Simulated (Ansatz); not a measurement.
# SiNi3 (P1) in Ansatz: convergence with n extra bands

Aim: find how far n extra bands must go before the results for SiNi3 settle, at LDA. This setting moves, with any that are tied to it; all else stays.

All numbers are computed with Ansatz 0.2.0; they aren't measurements. Logs are shortened: lines on timing, memory, paths and dates and some standing lists are left out, and cuts for length are marked.

## Step 1: The cell of the first run

The typed cell holds 4 atoms: a = 3.542 Å, b = 3.542 Å, c = 3.542 Å, α = 90.00°, β = 90.00°, γ = 90.00°.

The cell isn't the ideal one: atoms moved at random, drawn with an rms of 0.05 Å.

## Step 2: With n extra bands 2

Input file input.yaml:

```yaml
crystal:
  lattice:
    - [3.542, 0.0, 0.0]
    - [0.0, 3.542, 0.0]
    - [0.0, 0.0, 3.542]
  atoms:
    - { symbol: Ni, position: [0.488637, 0.483827, -0.00156], spin: 1.0 }
    - { symbol: Ni, position: [0.493039, -0.00131, 0.505428], spin: 1.0 }
    - { symbol: Ni, position: [0.010545, 0.497357, 0.488448], spin: 1.0 }
    - { symbol: Si, position: [-0.003718, 0.006404, 0.002014] }
hamiltonian:
  xc: lda
  pseudopotentials: { kind: paw }
magnetization:
  spin_polarized: true
kpoints:
  mp_grid: { grid: [6, 6, 6] }
scf:
  occupations: { method: gaussian, width: 0.05 }
  n_extra_bands: 2
output:
  forces: true
  stress: true
  eigenvalues: true
```

Potentials or basis: Ansatz PAW.

Started as:

```sh
ansatz run input.yaml --threads 2 --pin off --max-ram 5632MiB --backend cpu --events-out ev --progress --plain --runs-dir out
```

Run time: 28 s. Hardware: 2 threads of Arm Neoverse V2, shared host; peak memory 0.5 GiB.

What came out:

| Quantity | Value |
| --- | --- |
| Free energy | -17930.6458 eV |
| Pressure | -19.4 GPa |
| Largest force | 0.739 eV/Å |
| Band gap on the k mesh | none (metal or under the smearing width) |
| Net moment | 0.00 μB per cell |
| Absolute moment | 0.00 μB per cell |

## Step 3: With n extra bands 4

input.yaml, as its differences from that of step 2:

```diff
@@ -19,3 +19,3 @@
   occupations: { method: gaussian, width: 0.05 }
-  n_extra_bands: 2
+  n_extra_bands: 4
 output:
```

Potentials or basis: Ansatz PAW.

Started as:

```sh
ansatz run input.yaml --threads 2 --pin off --max-ram 5632MiB --backend cpu --events-out ev --progress --plain --runs-dir out
```

It took 29 s on 2 threads of Arm Neoverse V2, shared host; peak memory 0.5 GiB.

Results:

```
Free energy            : -17930.6458 eV
Pressure               : -19.4 GPa
Largest force          : 0.739 eV/Å
Band gap on the k mesh : none (metal or under the smearing width)
Net moment             : 0.00 μB per cell
Absolute moment        : 0.00 μB per cell
```

## Step 4: With n extra bands 8

input.yaml, as its differences from that of step 3:

```diff
@@ -19,3 +19,3 @@
   occupations: { method: gaussian, width: 0.05 }
-  n_extra_bands: 4
+  n_extra_bands: 8
 output:
```

Started as:

```sh
ansatz run input.yaml --threads 2 --pin off --max-ram 5632MiB --backend cpu --events-out ev --progress --plain --runs-dir out
```

Run time: 32 s. Hardware: 2 threads of Arm Neoverse V2, shared host; peak memory 0.53 GiB.

The run converged. Its results:

```
Free energy            : -17930.6458 eV
Pressure               : -19.4 GPa
Largest force          : 0.739 eV/Å
Band gap on the k mesh : none (metal or under the smearing width)
Net moment             : 0.00 μB per cell
Absolute moment        : 0.00 μB per cell
```

## Step 5: With n extra bands 16

input.yaml, as its differences from that of step 4:

```diff
@@ -19,3 +19,3 @@
   occupations: { method: gaussian, width: 0.05 }
-  n_extra_bands: 8
+  n_extra_bands: 16
 output:
```

Started as:

```sh
ansatz run input.yaml --threads 2 --pin off --max-ram 5632MiB --backend cpu --events-out ev --progress --plain --runs-dir out
```

It took 35 s on 2 threads of Arm Neoverse V2, shared host; peak memory 0.55 GiB.

It converged, with:

| Quantity | Value |
| --- | --- |
| Free energy | -17930.6458 eV |
| Pressure | -19.4 GPa |
| Largest force | 0.739 eV/Å |
| Band gap on the k mesh | none (metal or under the smearing width) |
| Net moment | 0.00 μB per cell |
| Absolute moment | 0.00 μB per cell |

## Step 6: With n extra bands 32

input.yaml, as its differences from that of step 5:

```diff
@@ -19,3 +19,3 @@
   occupations: { method: gaussian, width: 0.05 }
-  n_extra_bands: 16
+  n_extra_bands: 32
 output:
```

Potentials or basis: Ansatz PAW.

Started as:

```sh
ansatz run input.yaml --threads 2 --pin off --max-ram 5632MiB --backend cpu --events-out ev --progress --plain --runs-dir out
```

What it wrote:

```text
Warning: RAYON_NUM_THREADS=2 ignored (pool sized by the plan → 2); use --threads N
scf.n_extra_bands = 32 over 29 filled bands (N_el = 58.0): the run solves 61 bands
Engine: ansatz 0.2.0, aarch64-unknown-linux-gnu
Pseudopotentials: kind: paw
Pseudopotential: Ni, paw, valence charge 18, recommended cutoff 420 eV (normal), Ni.paw.azcp
Pseudopotential: Si, paw, valence charge 4, recommended cutoff 420 eV (normal), Si.paw.azcp
Functional definition: SPW92
  exchange = slater_x
  correlation = pw_c
Crystal: 4 atoms, lattice volume = 44.437 Å³
Basis set: ecut = 420 eV, 895 PW (Γ)
Bands: 61, of which v1, the nominal top of the filled ones, is band 29 counted from 1 (28 counted from 0)
Symmetry: 1 space group operations
Space group: P1 (ITA 1), of the structure as read, at distance tolerance 3.5e-5 Å
Magnetic group: BNS 1.1 (UNI 1), of the structure as read, at distance tolerance 3.5e-5 Å
k-points: 112 of 216 (time reversal used)
Non-local potential: Ni, projectors of the file, l = 0: 3, l = 1: 2, l = 2: 3, l = 3: 1
Non-local potential: Si, projectors of the file, l = 0: 2, l = 1: 2, l = 2: 2
PAW form: soft (Blöchl's): semilocal exchange-correlation on the pseudo side does not see the compensation charge
PAW frozen core: Ni, regenerated for the run's functional, and the local potential with it (the file was generated under x = pbe(κ = 0.804, μ = 0.2195149727645171), c = pbe(β = 0.06672455060314922))
PAW frozen core: Si, regenerated for the run's functional, and the local potential with it (the file was generated under x = pbe(κ = 0.804, μ = 0.2195149727645171), c = pbe(β = 0.06672455060314922))
PAW one-centre angular grid: Ni, 590 points (default); XC on 64 Gauss nodes
PAW one-centre angular grid: Si, 110 points (default); XC on 64 Gauss nodes
Initial density: superposition of atomic densities (chi_scale 0.1, normalization cell)
Starting moments: Σ|m| = 3 μB on 3 of 4 sites
[... 24 lines left out ...]
SCF converged after 14 iterations
Magnetization: -0.0000 μB (29.0000 up, 29.0000 down)
Absolute magnetization: 0.0000 μB (∫|ρ↑−ρ↓|, with the PAW one-centre terms)
Spin contamination: 0.0000 ħ² per cell (⟨S²⟩ above its minimum at these occupations)
Per-site moments (μB) at R_I (Å): [(-6.791296511049787e-7, 1.0004500875963735), (-7.318703141892004e-7, 1.0106142011568573), (-7.843939756772432e-7, 1.0004500875963735), (1.4778226725777217e-7, 1.0020449678997188)]
Free energy (F): -17930.645848 eV
Harris-Foulkes:  -17930.645848 eV  (|F-HF|=2.85e-8)
Internal energy: -17930.642201 eV  (E = F + TS)
E sigma→0 (E₀):  -17930.644024 eV
Entropy (-TS):   -0.003648 eV (-0.912 meV/atom)
Fermi energy:    16.464705 eV
--- Per-component energies (eV) ---
  E_band       = -888.132259
  E_kinetic    = 895.890268
  E_local      = -11789.335851  (includes V_loc(G=0)·N_el)
  E_nonlocal   = 1942.956783
  E_hartree    = 5013.194106
  E_xc         = -310.907347
  E_vxc        = -378.800848  (∫ρ·V_xc dr)
  E_paw        = -5178.195719  (= ΣΔE_a)
  E_vpaw       = -1585.235525  (= ΣTr[D̂ρ^β])
  E_aug_tail   = 0.001182  (compensation charges beyond the density's cutoff)
  E_ewald      = -8505.632315
  E_core_change = 1.386692  (= ΣΔE_core)
  E_smearing   = -0.003648  (= −TS)
  E_closure    = 0.000000  (closes the sum)
  Σ components = -17930.645848   (vs F -17930.645848, Δ=0.00e0)
--- Forces (eV/Å), atoms counted from 1 ---
  atom   1  Ni     0.43807238     0.38719547    -0.06156078
  atom   2  Ni     0.33663340    -0.29691391    -0.12647032
  atom   3  Ni    -0.68968600     0.09882896     0.24724232
  atom   4  Si    -0.08500846    -0.18911174    -0.05921591
  max |Σ_I F_I| component: 1.13e-5 eV/Å
--- Stress (GPa, compression-positive) ---
      -19.440376       0.066160      -0.266603
        0.066160     -19.491357       0.287721
       -0.266603       0.287721     -19.365315
  P = ⅓ Tr σ = -19.4323 GPa (-194.323 kbar)
--- Band table (eV; the first three rows and the last of 224) ---
  k-point 0 ↑: bands = ["-85.8264", "-85.7941", "-85.7911", "-46.7255", "-46.7247", "-46.7212", "-46.6735", "-46.6729", "-46.6700", "-46.5170", "-46.5122", "-46.5102", "4.7769", "11.7340", "12.5459", "12.5625", "13.0212", "13.0341", "13.0368", "14.9137", "14.9571", "14.9644", "15.5450", "15.5928", "15.6431", "15.8858", "15.9814", "16.2450", "16.4740", "16.4809", "16.4846", "20.9162", "22.6439", "22.6544", "26.6986", "26.7130", "26.7298", "29.9762", "30.0023", "30.1973", "30.2430", "30.4351", "30.4669", "34.3460", "36.6358", "36.6720", "38.8918", "41.3694", "41.4097", "41.4631", "42.1483", "42.1853", "42.1890", "47.6074", "47.6203", "48.4611", "51.3323", "51.3530", "51.3964", "57.9221", "58.0048"]
  k-point 1 ↑: bands = ["-85.8243", "-85.7962", "-85.7909", "-46.7218", "-46.7200", "-46.7151", "-46.6778", "-46.6745", "-46.6671", "-46.5278", "-46.5143", "-46.5101", "5.0917", "11.6300", "12.2184", "12.7535", "12.9983", "13.0212", "13.1183", "14.5252", "14.5413", "14.8806", "14.9324", "15.6338", "15.6810", "15.8376", "15.9257", "16.0877", "16.4766", "17.1380", "17.1386", "21.3654", "22.6008", "23.7029", "25.6378", "25.6480", "26.1611", "28.8155", "28.9655", "29.0621", "30.2424", "33.3133", "33.3190", "35.1606", "37.3610", "37.8784", "38.4962", "38.6683", "38.8767", "40.5303", "44.0250", "44.0689", "45.2865", "45.2973", "47.6622", "49.5179", "51.7169", "51.7609", "53.8741", "54.2399", "54.3013"]
  k-point 2 ↑: bands = ["-85.8187", "-85.8018", "-85.7908", "-46.7120", "-46.7095", "-46.7022", "-46.6853", "-46.6776", "-46.6645", "-46.5467", "-46.5203", "-46.5130", "5.9672", "10.1083", "12.4788", "12.8768", "12.8948", "13.3254", "13.3384", "14.2895", "14.3065", "14.6108", "14.6526", "15.3074", "15.3889", "15.5366", "15.6946", "15.9382", "16.4803", "18.6343", "18.6389", "21.3858", "22.4930", "23.2979", "23.3101", "24.2347", "27.2809", "27.9438", "29.8861", "30.0927", "30.3425", "34.4534", "34.4913", "35.6320", "36.8117", "37.7717", "38.4433", "38.4557", "39.7234", "41.2622", "42.4026", "47.4213", "47.5754", "47.6356", "48.0825", "49.5142", "50.4282", "50.4613", "52.7502", "52.8149", "53.9074"]
  k-point 111 ↓: bands = ["-85.8071", "-85.8025", "-85.8015", "-46.7494", "-46.7470", "-46.7457", "-46.6678", "-46.6227", "-46.6214", "-46.6209", "-46.4844", "-46.4793", "8.4775", "12.2628", "12.2809", "12.2921", "12.8848", "12.8957", "12.9126", "14.3117", "14.3298", "14.3391", "15.0764", "15.0901", "15.1019", "15.2678", "15.2692", "16.0473", "16.2603", "16.2695", "16.2902", "17.5329", "20.2957", "20.3049", "20.3085", "32.6525", "32.6992", "32.8757", "32.9096", "32.9693", "37.0466", "37.1336", "37.2309", "37.5423", "37.6461", "37.7020", "37.9679", "39.6487", "39.6808", "39.7401", "40.4248", "40.4488", "42.7064", "42.7194", "42.7250", "43.3318", "46.5601", "46.6107", "46.6265", "55.8340", "55.9661"]
```

Run time: 47 s. Hardware: 2 threads of Arm Neoverse V2, shared host; peak memory 0.69 GiB.

What came out:

| Property | Result |
| --- | --- |
| Free energy | -17930.6458 eV |
| Pressure | -19.4 GPa |
| Largest force | 0.739 eV/Å |
| Band gap on the k mesh | none (metal or under the smearing width) |
| Net moment | 0.00 μB per cell |
| Absolute moment | 0.00 μB per cell |

## Step 7: The series at a glance

```
n extra bands  energy less the tightest run, at zero smearing (meV/atom)  SCF cycles  CPU time (s)  peak memory (GiB)
            2                                                       0.00          16            56                0.5
            4                                                       0.00          17            57                0.5
            8                                                       0.00          17            64               0.53
           16                                                       0.00          15            68               0.55
           32                                                       0.00          14            93               0.69
```

Against the tightest run, the energy stays within 1 meV/atom from 2 on. The tightest run that finished is the yardstick and may itself not be fully converged.

Caveats: the PAW data sets come from PBE, with cores solved anew for the run's functional, which leaves a small shift of forces and pressure; the starting moments weren't kept.
